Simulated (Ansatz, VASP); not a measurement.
Nb in VASP and in Ansatz

File INCAR:

```
  ALGO = Normal
  EDIFF = 1E-6
  ENCUT = 520
  GGA = PE
  ISIF = 2
  ISMEAR = -1
  LASPH = True
  LCHARG = False
  LREAL = False
  LWAVE = False
  NBANDS = 12
  NELM = 80
  PREC = Accurate
  SIGMA = 0.6
```

File KPOINTS:

```
k-points
0
Gamma
  13 13 13
```

File POSCAR:

```
Nb
1.0
   -1.6547957147      1.6547957147      1.6547957147
    1.6547957147     -1.6547957147      1.6547957147
    1.6547957147      1.6547957147     -1.6547957147
Nb
1
Direct
    0.0000000000      0.0000000000      0.0000000000
```

Input for Ansatz:

```yaml
crystal:
  lattice:
    - [-1.6547957147, 1.6547957147, 1.6547957147]
    - [1.6547957147, -1.6547957147, 1.6547957147]
    - [1.6547957147, 1.6547957147, -1.6547957147]
  atoms:
    - { symbol: Nb, position: [0.0, 0.0, 0.0] }
hamiltonian:
  xc: pbe
  pseudopotentials:
    kind: paw
    azcp:
      Nb: "pseudopotentials/Nb.paw.azcp"
basis:
  ecutwfc: 420
  fft_grid_basis: typed
kpoints:
  mp_grid: { grid: [13, 13, 13], shift: [0, 0, 0] }
magnetization:
  spin_polarized: false
scf:
  occupations: { method: fermi_dirac, width: 0.6 }
  lower_state_search: "off"
output:
  stress: true
```

Alike in both runs: task single point; functional PBE; k mesh 13 × 13 × 13; occupations fermi-dirac, width 0.6 eV; no spin polarisation.

|  | VASP | Ansatz |
| --- | --- | --- |
| version | VASP 6.6.1 | Ansatz 0.2.0 |
| potentials or method | VASP PAW PBE potentials, release 64 (Nb_sv) | plane waves (420 eV) with PAW, scalar-relativistic |
| plane-wave cutoff (eV) | 520 | 420 |
| valence electrons in the cell | 13 | 13 |

|  | VASP | Ansatz | Ansatz less VASP |
| --- | --- | --- | --- |
| pressure (GPa) | 6.4 | 6.8 | +0.33 |

The functional is the same, so the differences come from potentials, cutoffs and numerics.
